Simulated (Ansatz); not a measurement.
Sn under changes of volume

One of the cells (28.673 Å³/atom); the others are scaled copies at fixed shape and fractional positions:

```
Sn
1.0
    -1.72654    1.77555    2.33834
     1.72654   -1.77555    2.33834
     1.72654    1.77555   -2.33834
Sn
1
Direct
  0.00000 0.00000 0.00000
```

This isn't the form of Sn at room conditions, which is tetragonal (white tin).

| Property | Result |
| --- | --- |
| Program | Ansatz 0.2.0 |
| Functional | PBEsol |
| Potentials or basis | all-electron LAPW, scalar-relativistic |
| Cutoff | 155 eV (chosen from the basis error) |
| Basis error allowed | 0.001 eV/atom |
| k mesh | 11 × 11 × 11 |
| Occupations | fermi-dirac, width 0.05 eV |
| Spin | no spin polarisation |

```tsv
volume (Å³/atom)	energy over the lowest point (meV/atom)	pressure (GPa)
26.953	0.00	-0.8
27.526	4.67	-1.8
28.100	12.91	-2.8
28.673	24.31	-3.6
29.247	38.50	-4.3
29.820	?	?
30.394	73.89	-5.5
```

Question: What does the run at 29.820 Å³/atom give?

Answer: Energy over the lowest point 55.10 meV/atom; pressure -5.0 GPa.

Worked out: A Birch-Murnaghan fit of order 3 (a polynomial in V^(-2/3)) to the other rows has its minimum at 26.58 Å³/atom, just outside them, with B0 = V·E''(V) = 57 GPa and B' = 4.9 at fixed shape and positions, which overstates the stiffness. It gives 55.11 meV/atom at 29.820 Å³/atom, against the run's 55.10, and -dE/dV = -5.0 GPa, against -5.0.

Energies are extrapolated to zero smearing.
